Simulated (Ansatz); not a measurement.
Run this with the Python package of Ansatz (0.2.0) and show what comes out.

`drho_alp.py`
```python
# -*- coding: utf-8 -*-
import ansatz as az
import numpy as np

vectors0 = np.array([
    [0.0, 2.7255, 2.7255],
    [2.7255, 0.0, 2.7255],
    [2.7255, 2.7255, 0.0],
])
sites = [
    ("Al", [0.0, 0.0, 0.0]),
    ("P", [0.25, 0.25, 0.25]),
]


def build(cell):
    crystal = az.Crystal(lattice=az.Lattice.of(cell))
    for symbol, position in sites:
        crystal = crystal.atom(symbol, position)
    return crystal


def main():
    def solve(crystal):
        return (
            crystal.calculation()
            .functional(az.Functional.LDA)
            .occupations("Marzari-Vanderbilt", width=100 * az.meV)
            .basis(460, grid_basis="typed")
            .kpoints(5, 5, 5)
            .density()
            .run(threads=1)
        )


    whole = solve(build(vectors0))
    difference = whole.density().channels[0].density_e_per_ang3.copy()
    binding = whole.report["free_energy_ev"]
    for element in ["Al", "P"]:
        part = az.Crystal(lattice=az.Lattice.of(vectors0))
        for symbol, position in sites:
            if symbol == element:
                part = part.atom(symbol, position)
        alone = solve(part)
        difference -= alone.density().channels[0].density_e_per_ang3
        binding -= alone.report["free_energy_ev"]
        print(f"{element} sublattice: {alone.report['n_electrons']:g} electrons, {alone.report['n_iterations']} iterations")

    voxel = abs(np.linalg.det(vectors0)) / difference.size
    print(f"energy of the crystal less its unpolarised sublattices: {binding / len(sites):.4f} eV/atom")
    print(f"net charge of the difference {difference.sum() * voxel:.5f} e, charge moved {0.5 * np.abs(difference).sum() * voxel:.3f} e")
    print(f"extremes {difference.min():.4f} and {difference.max():.4f} e/A^3")
    for (symbol, position) in sites:
        index = tuple(int(round(p * n)) % n for p, n in zip(position, difference.shape))
        print(f"  change of the pseudo-density at the grid point nearest {symbol}: {difference[index]:+.4f} e/A^3")
    profile = difference.mean(axis=(0, 1))
    print("planar mean along the third vector:", np.round(profile[:: max(len(profile) // 12, 1)], 4))


if __name__ == "__main__":
    main()
```

```console
$ python drho_alp.py
Al sublattice: 3 electrons, 5 iterations
P sublattice: 5 electrons, 5 iterations
energy of the crystal less its unpolarised sublattices: -3.1042 eV/atom
net charge of the difference 0.00000 e, charge moved 0.653 e
extremes -0.0688 and 0.1920 e/A^3
  change of the pseudo-density at the grid point nearest Al: -0.0437 e/A^3
  change of the pseudo-density at the grid point nearest P: -0.0387 e/A^3
planar mean along the third vector: [ 0.0066  0.0244  0.0312  0.0208  0.0024 -0.0066 -0.0035  0.0011 -0.0005
 -0.0082 -0.0182 -0.0248 -0.0204 -0.0037]
```

Notes:
- Of the deposited cell: the entry's cell lengths or inner coordinates differ somewhat from later room-temperature determinations.
- The fields are valence quantities on the plane-wave grid; their values near the nuclei depend on the potentials.
- The starting cell is as deposited in a crystallographic database; the results hold for this polymorph, which needn't be the stable one.
- Charge moved counts every rearrangement, bonding and polarisation too, and is no transfer between atoms; the bare sublattices are artificial references. Values near the nuclei depend on the potentials.
- Wall time of the script: 1.9 s on 1 thread of AMD EPYC 7R43 64-Core Processor (Zen 3), with other jobs on the host, peak memory 0.34 GiB.

(A comment or docstring line of the script was reworded after the run, the code is as it ran; lines on the test bed's own set-up are left out of the output.)
